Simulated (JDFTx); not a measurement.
Li2S:

```
S Li
1.0
     0.00000    2.84450    2.84450
     2.84450    0.00000    2.84450
     2.84450    2.84450    0.00000
S Li
1 2
Direct
  0.00000 0.00000 0.00000
  0.75000 0.75000 0.75000
  0.25000 0.25000 0.25000
```

Base run:

```yaml
Program: JDFTx 1.7.0 (patched build)
Functional: PBE
Potentials_or_basis: PseudoDojo-SR-PBE-0.5-standard
Cutoff: 1007 eV
Density_cutoff: 8055 eV
k_mesh: 8 × 8 × 8
Occupations: fermi-dirac, width 0.05 eV
Spin: no spin polarisation
```

Its results: band gap on the k mesh 3.39 eV, indirect (least direct gap 4.29 eV); pressure 0.4 GPa.

**Question.** The run is repeated on the same cell with these changes: functional from PBE to LDA; potentials or basis from PseudoDojo-SR-PBE-0.5-standard to PseudoDojo-SR-LDA-0.4.1-standard with smoothed tails. What comes out?

**Answer.** Band gap on the k mesh 3.17 eV, indirect (least direct gap 4.08 eV); pressure -2.7 GPa.

A k mesh can miss the band edges.

Not every run made on this cell is shown here.
